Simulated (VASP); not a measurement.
Input of a VASP 6.6.1 run:

Contents of INCAR:

```
ALGO = Normal
EDIFF = 1E-6
ENCUT = 520
GGA = PS
ISIF = 2
ISMEAR = 0
LASPH = T
LCHARG = F
LREAL = F
LWAVE = F
NBANDS = 16
NELM = 80
PREC = Accurate
SIGMA = 0.05
```

The input KPOINTS:

```
k-points
0
Gamma
  10 10 10
```

POSCAR

```
GaN
1.0
   -0.0845062728      2.2535006075      2.2535006075
    2.2535006075     -0.0845062728      2.2535006075
    2.1689943347      2.1689943347      0.0000000000
Ga N
1 1
Direct
    0.0000000000      0.0000000000      0.0000000000
    0.7500000000      0.7500000000      0.7500000000
```

Potentials or basis: VASP PAW PBE potentials, release 64 (Ga_d, N).

Launch:

```console
$ cat potpaw_PBE.64/Ga_d/POTCAR potpaw_PBE.64/N/POTCAR > POTCAR
$ mpirun -np 1 vasp_std > vasp.out
```

Q: What does it give for the band gap on the k mesh?

A: 1.43 eV, direct.

Q: Estimate the largest force.

A: 0.605 eV/Å.

Q: Predict the pressure.

A: 0.1 GPa.

Stress tensor (GPa, compression positive):
```
 0.34 14.22  0.00
14.22  0.34  0.00
 0.00  0.00 -0.31
```

Caveat: the PAW data sets were made with another functional, which shifts forces and pressure a little.
